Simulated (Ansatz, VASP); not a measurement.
# Eu in VASP and in Ansatz

Contents of INCAR:

```
ALGO = Normal
EDIFF = 1E-6
ENCUT = 520
GGA = PS
ISIF = 2
ISMEAR = -1
ISPIN = 2
LASPH = True
LCHARG = True
LELF = True
LMAXMIX = 6
LORBIT = 11
LREAL = False
LVHAR = True
LWAVE = False
MAGMOM = 7
NBANDS = 18
NELM = 150
PREC = Accurate
SIGMA = 0.05
```

Contents of KPOINTS:

```
k-points
0
Gamma
  8 8 8
```

Contents of POSCAR:

```
Eu
1.0
   -2.3030000000      2.3030000000      2.3030000000
    2.3030000000     -2.3030000000      2.3030000000
    2.3030000000      2.3030000000     -2.3030000000
Eu
1
Direct
    0.0000000000      0.0000000000      0.0000000000
```

The input input.yaml:

```yaml
crystal:
  lattice:
    - [-2.303, 2.303, 2.303]
    - [2.303, -2.303, 2.303]
    - [2.303, 2.303, -2.303]
  atoms:
    - { symbol: Eu, position: [0.0, 0.0, 0.0], spin: 7.0 }
kpoints:
  mp_grid: { grid: [8, 8, 8] }
scf:
  occupations: { method: fermi_dirac, width: 0.05 }
hamiltonian:
  xc: pbesol
  pseudopotentials: { kind: all_electron, lapw: { basis_error: 0.001 } }
magnetization:
  spin_polarized: true
output:
  forces: true
  stress: true
  eigenvalues: true
  populations: true
```

Alike in both runs: task single point; functional PBEsol; k mesh 8 × 8 × 8; occupations fermi-dirac, width 0.05 eV; collinear spin.

|  | VASP | Ansatz |
| --- | --- | --- |
| version | VASP 6.6.1 | Ansatz 0.2.0 |
| potentials or method | VASP PAW PBE potentials, release 64 (Eu) | all-electron LAPW, scalar-relativistic |
| plane-wave cutoff (eV) | 520 | see its input |

```tsv
	VASP	Ansatz	Ansatz less VASP
gap on the k mesh at the Fermi level (eV)	none	none	-
pressure (GPa)	-2.8	-2.5	+0.28
net moment per atom (μB)	7.37	7.37	-0.007
size of the moment on the site where the two differ most (μB)	6.71	7.19	+0.481
```

Site moments also hang on the region over which each program counts them. A gap of «none» marks a metal or a gap that the smearing closes. Ansatz ran all-electron here, so the differences hold the error of VASP's frozen core and of both bases.

Caveats: spin-orbit coupling is left out, which moves the levels of the heavy elements; the PAW data sets were made with another functional, which shifts forces and pressure a little (VASP); an open f shell can end in a state above the lowest (Ansatz). The state reached can hang on the start; a lower one may exist.
